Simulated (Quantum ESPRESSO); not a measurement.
# Ag (Fm-3m) in Quantum ESPRESSO: further runs

Runs on Ag. Level: LDA. Tasks: single point, equation of state.

Program: Quantum ESPRESSO 7.5. These are calculated values, not measurements. Logs are shortened: lines on timing, memory, paths and dates and some standing lists are left out, and cuts for length are marked.

### Step 1. The crystal as given

The structure is cubic, space group Fm-3m (No. 225). Conventional cell: a = 4.085 Å, b = 4.085 Å, c = 4.085 Å, α = 90.00°, β = 90.00°, γ = 90.00°. Ag (site symmetry m-3m) has 12 Ag at 2.89 Å as nearest neighbours.

### Step 2. Single point, LDA, 16.03 Å³/atom

Contents of pw.in:

```
&CONTROL
  calculation = 'scf'
  prefix = 'pwscf'
  outdir = './tmp'
  pseudo_dir = './pseudo'
  tprnfor = .true.
  tstress = .true.
  disk_io = 'nowf'
/
&SYSTEM
  ibrav = 0
  nat = 1
  ntyp = 1
  ecutwfc = 86
  nbnd = 16
  occupations = 'smearing'
  smearing = 'fd'
  degauss = 0.00367493
/
&ELECTRONS
  conv_thr = 2d-10
  electron_maxstep = 120
  mixing_beta = 0.5
/
ATOMIC_SPECIES
Ag   107.8682 Ag.upf
CELL_PARAMETERS angstrom
   0.0000000000    2.0010495236    2.0010495236
   2.0010495236    0.0000000000    2.0010495236
   2.0010495236    2.0010495236    0.0000000000
ATOMIC_POSITIONS crystal
Ag     0.0000000000    0.0000000000    0.0000000000
K_POINTS automatic
11 11 11 0 0 0
```

Potentials or basis: PseudoDojo 0.4.1 SR LDA stringent.

Command:

```sh
> OMP_NUM_THREADS=1 pw.x -in pw.in > pw.out
```

pw.out:

```text
This program is part of the open-source Quantum ESPRESSO suite
     for quantum simulation of materials; please cite
         "P. Giannozzi et al., J. Phys.:Condens. Matter 21 395502 (2009);
         "P. Giannozzi et al., J. Phys.:Condens. Matter 29 465901 (2017);
         "P. Giannozzi et al., J. Chem. Phys. 152 154105 (2020);
     in publications or presentations arising from this work. More details at

     Message from routine setup:
     using ibrav=0 with symmetry is DISCOURAGED, use correct ibrav instead

     G-vector sticks info
     --------------------
     sticks:   dense  smooth     PW     G-vecs:    dense   smooth      PW
     Sum         673     673    211                11575    11575    2085

     Using Slab Decomposition

     bravais-lattice index     =            0
     lattice parameter (alat)  =       5.3478  a.u.
     unit-cell volume          =     108.1434 (a.u.)^3
     number of atoms/cell      =            1
     number of atomic types    =            1
     number of electrons       =        19.00
     number of Kohn-Sham states=           16
     kinetic-energy cutoff     =      86.0000  Ry
     charge density cutoff     =     344.0000  Ry
     scf convergence threshold =      2.0E-10
     mixing beta               =       0.5000
     number of iterations used =            8  plain     mixing
     Exchange-correlation= SLA  PW   NOGX NOGC
                           (   1   4   0   0   0   0   0)

     celldm(1)=   5.347757  celldm(2)=   0.000000  celldm(3)=   0.000000
     celldm(4)=   0.000000  celldm(5)=   0.000000  celldm(6)=   0.000000

     crystal axes: (cart. coord. in units of alat)
               a(1) = (   0.000000   0.707107   0.707107 )
               a(2) = (   0.707107   0.000000   0.707107 )
               a(3) = (   0.707107   0.707107   0.000000 )

     reciprocal axes: (cart. coord. in units 2 pi/alat)
               b(1) = ( -0.707107  0.707107  0.707107 )
               b(2) = (  0.707107 -0.707107  0.707107 )
               b(3) = (  0.707107  0.707107 -0.707107 )

     PseudoPot. # 1 for Ag read from file:
     Ag.upf
     Pseudo is Norm-conserving + core correction, Zval = 19.0
     Generated using ONCVPSP code by D. R. Hamann
     Using radial grid of 1484 points,  6 beta functions with:
                l(1) =   0
                l(2) =   0
                l(3) =   1
                l(4) =   1
                l(5) =   2
                l(6) =   2

     atomic species   valence    mass     pseudopotential
     Ag               19.00   107.86820     Ag( 1.00)

     48 Sym. Ops., with inversion, found

   Cartesian axes

     site n.     atom                  positions (alat units)
         1        Ag     tau(   1) = (   0.0000000   0.0000000   0.0000000  )

     number of k points=    56  Fermi-Dirac smearing, width (Ry)=  0.0037
                       cart. coord. in units 2pi/alat
        k(    1) = (   0.0000000   0.0000000   0.0000000), wk =   0.0015026
        k(    2) = (   0.0642824   0.0642824  -0.0642824), wk =   0.0120210
        k(    3) = (   0.1285649   0.1285649  -0.1285649), wk =   0.0120210
        k(    4) = (   0.1928473   0.1928473  -0.1928473), wk =   0.0120210
        k(    5) = (   0.2571297   0.2571297  -0.2571297), wk =   0.0120210
        k(    6) = (   0.3214122   0.3214122  -0.3214122), wk =   0.0120210
[... 48 lines left out ...]
        k(   55) = (  -0.0642824  -0.4499770   0.7071068), wk =   0.0360631
        k(   56) = (   0.0000000  -0.3856946   0.6428243), wk =   0.0360631

     Dense  grid:    11575 G-vectors     FFT dimensions: (  32,  32,  32)

     Initial potential from superposition of free atoms

     starting charge      18.9997, renormalised to      19.0000
     Starting wfcs are   10 randomized atomic wfcs +    6 random wfcs

     Self-consistent Calculation

     iteration #  1     ecut=    86.00 Ry     beta= 0.50
     Davidson diagonalization with overlap
     ethr =  1.00E-02,  avg # of iterations =  4.7

     Threshold (ethr) on eigenvalues was too large:
     Diagonalizing with lowered threshold

     Davidson diagonalization with overlap
     ethr =  3.99E-04,  avg # of iterations =  1.3

     total energy              =    -309.95070348 Ry
     estimated scf accuracy    <       0.07574694 Ry

     iteration #  2     ecut=    86.00 Ry     beta= 0.50
     Davidson diagonalization with overlap
     ethr =  3.99E-04,  avg # of iterations =  2.0
[... 36 lines left out ...]
     total energy              =    -309.97418379 Ry
     estimated scf accuracy    <          1.1E-09 Ry

     iteration #  8     ecut=    86.00 Ry     beta= 0.50
     Davidson diagonalization with overlap
     ethr =  5.84E-12,  avg # of iterations =  2.0

     End of self-consistent calculation

          k = 0.0000 0.0000 0.0000 (  1459 PWs)   bands (ev):

   -73.4391 -36.8783 -36.8783 -36.8783  10.1521  13.4929  13.4929  13.4929
    14.6730  14.6730  34.8389  38.6593  38.6593  38.6593  43.7251  44.8259

          k = 0.0643 0.0643-0.0643 (  1441 PWs)   bands (ev):

   -73.4372 -36.8953 -36.8809 -36.8809  10.4217  13.4285  13.5697  13.5697
    14.6448  14.6448  34.8536  36.8270  38.7897  38.7897  43.3187  44.4905

          k = 0.1286 0.1286-0.1286 (  1435 PWs)   bands (ev):
[... 96 lines left out ...]
   -73.4135 -37.0594 -36.9553 -36.9151  12.3107  13.2044  13.9556  14.1537
    15.1851  18.9432  24.2587  30.8939  35.5566  35.9865  43.1301  44.0255

          k =-0.0643-0.3214 0.3214 (  1455 PWs)   bands (ev):

   -73.4176 -37.0302 -36.9483 -36.9048  12.4947  13.2820  13.7157  14.0417
    14.6835  17.1553  27.5249  30.7775  36.3325  38.0666  41.3008  43.9959

          k = 0.0000-0.2571 0.2571 (  1442 PWs)   bands (ev):

   -73.4232 -36.9945 -36.9292 -36.8948  12.3380  13.0307  13.7148  14.1852
    14.2247  15.8799  30.8612  31.3372  37.6701  39.4810  40.3567  44.0710

          k = 0.3857 0.0000-0.0000 (  1451 PWs)   bands (ev):

   -73.4210 -36.9948 -36.9247 -36.9247  12.1547  12.4762  14.6360  14.6360
    14.8124  15.1553  33.0151  33.0151  33.8429  35.8554  37.2285  47.1371

          k = 0.4500 0.0643-0.0643 (  1453 PWs)   bands (ev):
[... 36 lines left out ...]
   -73.4081 -37.0597 -36.9820 -36.9490  11.9666  12.2733  14.7220  15.0855
    15.6536  21.0571  25.7754  26.7976  30.7844  36.1258  40.8879  47.3486

          k =-0.0000-0.5143 0.5143 (  1468 PWs)   bands (ev):

   -73.4083 -37.0394 -37.0091 -36.9404  12.1997  12.7236  14.1102  14.8292
    15.4242  23.3245  23.3421  26.0869  32.0522  35.9103  44.3500  46.3686

          k = 0.6428-0.0000 0.0000 (  1460 PWs)   bands (ev):

   -73.4080 -37.0756 -36.9577 -36.9577  11.6816  11.8376  15.5220  15.7412
    15.7412  19.4068  26.3483  29.5693  29.5693  36.3737  36.5131  49.0343

          k =-0.0000-0.6428 0.6428 (  1456 PWs)   bands (ev):

   -73.4074 -37.0747 -36.9666 -36.9570  11.7359  11.9068  15.4369  15.4734
    15.7620  20.4767  25.6693  28.2194  29.7239  36.3637  37.9009  48.4556

          k = 0.2571 0.1286 0.0000 (  1453 PWs)   bands (ev):

   -73.4280 -36.9594 -36.9094 -36.8944  11.7202  13.0029  13.8027  14.0374
    14.4300  15.0887  33.1349  33.4188  37.6343  37.7898  41.7776  43.1782

          k = 0.3214 0.1928-0.0643 (  1442 PWs)   bands (ev):

   -73.4221 -37.0037 -36.9256 -36.9024  12.2737  13.1163  13.5860  14.1255
    14.7535  15.8541  29.6684  32.7554  36.1525  38.4577  41.6044  43.1571

          k = 0.3857 0.2571-0.1286 (  1454 PWs)   bands (ev):
[... 26 lines left out ...]
   -73.4107 -37.0555 -36.9763 -36.9302  12.4991  12.9530  13.8026  14.2889
    15.4422  21.1688  22.9524  29.7878  32.0592  37.4214  42.8796  46.8357

          k =-0.0643-0.3214 0.4500 (  1460 PWs)   bands (ev):

   -73.4127 -37.0430 -36.9742 -36.9217  12.6876  13.0462  13.4834  14.3801
    15.1173  19.0787  25.7870  29.1965  33.2888  38.1844  41.8422  46.1481

          k = 0.0000-0.2571 0.3857 (  1456 PWs)   bands (ev):

   -73.4170 -37.0244 -36.9550 -36.9109  12.8861  12.8940  13.3134  14.5288
    14.6508  17.2380  29.0716  29.3178  34.7274  39.6386  40.1391  45.0451

          k = 0.5143 0.1286 0.0000 (  1451 PWs)   bands (ev):

   -73.4124 -37.0451 -36.9545 -36.9423  12.1644  12.2258  14.4557  15.2831
    15.3103  17.8469  29.4339  29.7242  30.2030  37.3993  38.3909  46.7989

          k =-0.1286-0.5143 0.6428 (  1459 PWs)   bands (ev):

   -73.4095 -37.0524 -36.9753 -36.9473  12.1790  12.4208  14.2041  15.0174
    15.5971  20.0368  26.4712  28.4276  29.7854  37.5717  40.9739  45.8083

          k =-0.0643-0.4500 0.5785 (  1457 PWs)   bands (ev):

   -73.4085 -37.0419 -37.0009 -36.9441  12.3349  12.7658  13.8485  14.7334
    15.5547  22.6318  23.6750  27.1374  30.5541  37.5723  43.9587  45.0664

          k = 0.0000-0.3857 0.5143 (  1469 PWs)   bands (ev):

   -73.4097 -37.0289 -37.0104 -36.9340  12.6233  13.1036  13.3774  14.5692
    15.2914  21.1844  25.3361  26.6276  31.8336  37.8459  43.1249  47.6188

          k =-0.0643-0.5785 0.7071 (  1462 PWs)   bands (ev):

   -73.4080 -37.0672 -36.9673 -36.9576  11.8812  12.0180  15.0108  15.3716
    15.7407  20.3230  26.3991  28.6012  28.6942  37.3991  38.2750  47.6068

          k =-0.0000-0.5143 0.6428 (  1455 PWs)   bands (ev):
[... 11 lines left out ...]
   -73.4090 -37.0387 -36.9978 -36.9445  12.6502  12.8816  13.3882  14.6435
    15.5393  21.7276  24.5338  28.0992  29.4249  39.6718  41.8994  46.0489

          k =-0.0643-0.4500 0.7071 (  1462 PWs)   bands (ev):

   -73.4078 -37.0445 -36.9928 -36.9571  12.3372  12.5525  13.8843  14.8850
    15.7389  22.1255  26.4652  26.5386  27.6846  39.7412  41.6431  44.5690

          k = 0.0000-0.3857 0.6428 (  1454 PWs)   bands (ev):

   -73.4076 -37.0261 -37.0146 -36.9559  12.4857  12.9429  13.4125  14.6835
    15.7361  24.0486  24.2196  26.1525  28.0930  40.3595  42.7839  44.5065

     the Fermi energy is    18.6564 ev

!    total energy              =    -309.97418379 Ry
     estimated scf accuracy    <          5.9E-11 Ry
     smearing contrib. (-TS)   =      -0.00014912 Ry
     internal energy E=F+TS    =    -309.97403467 Ry

     The total energy is F=E-TS. E is the sum of the following terms:
     one-electron contribution =    -113.05878008 Ry
     hartree contribution      =      68.01514228 Ry
     xc contribution           =     -46.08028269 Ry
     ewald contribution        =    -218.85011418 Ry

     convergence has been achieved in   8 iterations

     Forces acting on atoms (cartesian axes, Ry/au):

     atom    1 type  1   force =     0.00000000    0.00000000    0.00000000

     Total force =     0.000000     Total SCF correction =     0.000000

     Computing stress (Cartesian axis) and pressure

          total   stress  (Ry/bohr**3)                   (kbar)     P=       -3.89
  -0.00002648   0.00000000   0.00000000           -3.89        0.00        0.00
   0.00000000  -0.00002648   0.00000000            0.00       -3.89        0.00
   0.00000000   0.00000000  -0.00002648            0.00        0.00       -3.89

=------------------------------------------------------------------------------=
   JOB DONE.
=------------------------------------------------------------------------------=
```

Run time: 9.1 s. Hardware: 1 thread of Arm Neoverse V2, shared host; peak memory 0.05 GiB.

Results:

| Quantity | Value |
| --- | --- |
| Free energy | -4217.4136 eV |
| Pressure | -0.4 GPa |
| Band gap on the k mesh | none (metal or under the smearing width) |

### Step 3. Single point, LDA, 16.37 Å³/atom

Changes to pw.in since step 2:

```diff
@@ -27,5 +27,5 @@
 CELL_PARAMETERS angstrom
-   0.0000000000    2.0010495236    2.0010495236
-   2.0010495236    0.0000000000    2.0010495236
-   2.0010495236    2.0010495236    0.0000000000
+   0.0000000000    2.0151418859    2.0151418859
+   2.0151418859    0.0000000000    2.0151418859
+   2.0151418859    2.0151418859    0.0000000000
 ATOMIC_POSITIONS crystal
```

Potentials or basis: PseudoDojo 0.4.1 SR LDA stringent.

Command:

```sh
> OMP_NUM_THREADS=1 pw.x -in pw.in > pw.out
```

Run time: 9.2 s. Hardware: 1 thread of Arm Neoverse V2, shared host; peak memory 0.05 GiB.

The run converged. Its results:

* Free energy: -4217.4099 eV
* Pressure: -3.1 GPa
* Band gap on the k mesh: none (metal or under the smearing width)

### Step 4. Single point, LDA, 16.71 Å³/atom

Changes to pw.in since step 3:

```diff
@@ -27,5 +27,5 @@
 CELL_PARAMETERS angstrom
-   0.0000000000    2.0151418859    2.0151418859
-   2.0151418859    0.0000000000    2.0151418859
-   2.0151418859    2.0151418859    0.0000000000
+   0.0000000000    2.0290398554    2.0290398554
+   2.0290398554    0.0000000000    2.0290398554
+   2.0290398554    2.0290398554    0.0000000000
 ATOMIC_POSITIONS crystal
```

Command:

```sh
> OMP_NUM_THREADS=1 pw.x -in pw.in > pw.out
```

It took 16 s on 1 thread of Arm Neoverse V2, shared host; peak memory 0.05 GiB.

Results (log left out):

* Free energy: -4217.4006 eV
* Pressure: -5.5 GPa
* Band gap on the k mesh: none (metal or under the smearing width)

### Step 5. Single point, LDA, 17.05 Å³/atom

Changes to pw.in since step 4:

```diff
@@ -27,5 +27,5 @@
 CELL_PARAMETERS angstrom
-   0.0000000000    2.0290398554    2.0290398554
-   2.0290398554    0.0000000000    2.0290398554
-   2.0290398554    2.0290398554    0.0000000000
+   0.0000000000    2.0427500000    2.0427500000
+   2.0427500000    0.0000000000    2.0427500000
+   2.0427500000    2.0427500000    0.0000000000
 ATOMIC_POSITIONS crystal
```

Command:

```sh
> OMP_NUM_THREADS=1 pw.x -in pw.in > pw.out
```

Wall time 17 s (1 thread of Arm Neoverse V2, shared host); peak memory 0.05 GiB.

The run converged. Its results:

```yaml
Free_energy: -4217.3867 eV
Pressure: -7.6 GPa
Band_gap_on_the_k_mesh: none (metal or under the smearing width)
```

### Step 6. Single point, LDA, 17.39 Å³/atom

Changes to pw.in since step 5:

```diff
@@ -27,5 +27,5 @@
 CELL_PARAMETERS angstrom
-   0.0000000000    2.0427500000    2.0427500000
-   2.0427500000    0.0000000000    2.0427500000
-   2.0427500000    2.0427500000    0.0000000000
+   0.0000000000    2.0562785400    2.0562785400
+   2.0562785400    0.0000000000    2.0562785400
+   2.0562785400    2.0562785400    0.0000000000
 ATOMIC_POSITIONS crystal
```

Potentials or basis: PseudoDojo 0.4.1 SR LDA stringent.

Command:

```sh
> OMP_NUM_THREADS=1 pw.x -in pw.in > pw.out
```

It took 17 s on 1 thread of Arm Neoverse V2, shared host; peak memory 0.05 GiB.

The run converged. Its results:

```
Free energy            : -4217.3687 eV
Pressure               : -9.3 GPa
Band gap on the k mesh : none (metal or under the smearing width)
```

### Step 7. Single point, LDA, 17.73 Å³/atom

Changes to pw.in since step 6:

```diff
@@ -27,5 +27,5 @@
 CELL_PARAMETERS angstrom
-   0.0000000000    2.0562785400    2.0562785400
-   2.0562785400    0.0000000000    2.0562785400
-   2.0562785400    2.0562785400    0.0000000000
+   0.0000000000    2.0696313722    2.0696313722
+   2.0696313722    0.0000000000    2.0696313722
+   2.0696313722    2.0696313722    0.0000000000
 ATOMIC_POSITIONS crystal
```

Command:

```sh
> OMP_NUM_THREADS=1 pw.x -in pw.in > pw.out
```

Run time: 17 s. Hardware: 1 thread of Arm Neoverse V2, shared host; peak memory 0.06 GiB.

The run converged. Its results:

```yaml
Free_energy: -4217.3473 eV
Pressure: -10.8 GPa
Band_gap_on_the_k_mesh: none (metal or under the smearing width)
```

### Step 8. Single point, LDA, 18.07 Å³/atom

Changes to pw.in since step 7:

```diff
@@ -27,5 +27,5 @@
 CELL_PARAMETERS angstrom
-   0.0000000000    2.0696313722    2.0696313722
-   2.0696313722    0.0000000000    2.0696313722
-   2.0696313722    2.0696313722    0.0000000000
+   0.0000000000    2.0828140930    2.0828140930
+   2.0828140930    0.0000000000    2.0828140930
+   2.0828140930    2.0828140930    0.0000000000
 ATOMIC_POSITIONS crystal
```

Command:

```sh
> OMP_NUM_THREADS=1 pw.x -in pw.in > pw.out
```

Wall time 17 s (1 thread of Arm Neoverse V2, shared host); peak memory 0.06 GiB.

It converged, with:

```
Free energy            : -4217.3229 eV
Pressure               : -12.1 GPa
Band gap on the k mesh : none (metal or under the smearing width)
```

### Step 9. Equation of state, LDA

Potentials or basis: PseudoDojo 0.4.1 SR LDA stringent.

This step only gathers the single runs of the series.

Results:

- Equilibrium volume: 15.99 Å³/atom (rough: see the caveat)
- Bulk modulus: 142 GPa (rough)

Energy against volume, from the lowest point:
```
volume (Å³/atom)  energy (meV/atom)
          16.025               0.00
          16.366               3.76
          16.707              12.99
          17.048              26.92
          17.389              44.90
          17.730              66.32
          18.071              90.68
```

Caveat: the minimum lies outside the volumes run.
